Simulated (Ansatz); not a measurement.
In doubt: masses and optical values from hybrid runs of this build are listed as unsure (in some of the runs), which bears on the screening that GW takes from such a start.

Consider BiOCl (P4/nmm).

```xyz
6
Lattice="3.8855 0.0000 0.0000 0.0000 3.8855 0.0000 0.0000 0.0000 7.3489" Properties=species:S:1:pos:R:3 pbc="T T T"
Bi    1.9428    0.0000    2.4181
Bi    0.0000    1.9428    4.9308
Cl    0.0000    1.9428    1.0818
Cl    1.9428    0.0000    6.2671
O     0.0000    0.0000    3.6745
O     1.9428    1.9428    3.6745
```

The cell and positions come from the Crystallography Open Database and are kept as given unless a step says otherwise. Spin-orbit coupling is left out unless a run names it. PAW set soft_2, made with PBE.

Gaps computed with Ansatz 0.2.0 without a self-energy: HSE06 3.60 eV and PBE0 4.28 eV.

**Question.** Estimate the G0W0@HSE06 gap with 4×4×2 mesh, 878 empty bands, screening to 230 eV, default PAW files.

About 4.21 eV: on its mesh the run moves the gap from 3.70 eV by +0.61 eV, and the mesh misses the edges by 0.10 eV. Among the scalar-relativistic levels given, PBE0 is nearest (+0.07 eV). Bands and cutoff are finite, so the gap is not at the basis limit. The miss can reach some tenths of an eV and take either sign; the mesh is an error of its own. The 4×4×2 mesh is coarse for this cell (its supercell is 15 Å along the shortest edge). The RPA ε∞ on it, from the HSE06 start, is 4.07 and 4.97; such meshes misread the long-range screening, most where the gap is narrow. Where an edge is built on 6p states of lead, bismuth or thallium, scalar-relativistic gaps usually stand too wide, by a few tenths to over one eV. The many-body steps are scalar-relativistic: spin-orbit coupling is not in them.

[Paths, hosts, dates, memory and timing lines, banners, echoed tables and standing remarks are left out of the program output.]

[Logs are printed without paths, hosts, clocks, repeated set-up lines and the standing remarks that a program may print on its own settings, such as how far it seeks lower states.]

[Runs of the session that timed out or met a known fault of the program may be left out.]

[Cells called generated may have been cut or substituted from an entry of the Crystallography Open Database or the Materials Project.]

[Hosts, paths, dates, database ids (printed as entryN), source tags and the programs' standing remarks are cut or masked in the printed files.]
